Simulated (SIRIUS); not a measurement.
# SiC (Moissanite): equation of state with PBE

The system is SiC (Moissanite).

```
CELL_PARAMETERS angstrom
3.07600 0.00000 0.00000
-1.53800 2.66389 0.00000
0.00000 0.00000 5.04800
ATOMIC_POSITIONS crystal
Si 0.66667 0.33333 0.50000
Si 0.33333 0.66667 0.00000
C 0.66667 0.33333 0.88500
C 0.33333 0.66667 0.38500
```

* Program: SIRIUS 7.12.0
* Task: equation of state
* Functional: PBE
* Potentials or basis: all-electron FP-LAPW
* Cutoff: 325 eV
* Basis: apw+lo standard
* k mesh: 10 × 10 × 5
* Occupations: fermi-dirac, width 0.05 eV
* Spin: no spin polarisation
* Muffin tin radii: C 1.39, Si 2.0 bohr
* Basis cutoff (gk_cutoff): 4.89 1/bohr
* Cutoff of density and potential (pw_cutoff): 25 1/bohr
* lmax of the basis: 11
* lmax of density and potential: 8
* Valence relativity: iora
* Core states: C 1s, Si 1s
* Local orbitals (radial functions): C 10, Si 12
* Smallest sphere radius times basis cutoff: 6.8

```
Equilibrium volume                        : 10.52 Å³/atom
Bulk modulus at fixed shape and positions : 213 GPa
Pressure derivative of the bulk modulus   : 3.9
```

Energy against volume, from the lowest point:
```
volume (Å³/atom)  energy (meV/atom)
           9.721              45.56
           9.927              24.12
          10.134               9.83
          10.341               1.96
          10.548               0.00
          10.755               3.34
          10.961              11.53
```

All runs of the series together: 19 min on 2 threads of Arm Neoverse V1, with other jobs on the host.

Caveat: the cell was scaled at fixed shape and fractional positions, which overstates the stiffness of a crystal with free parameters, most of all of layers and chains.
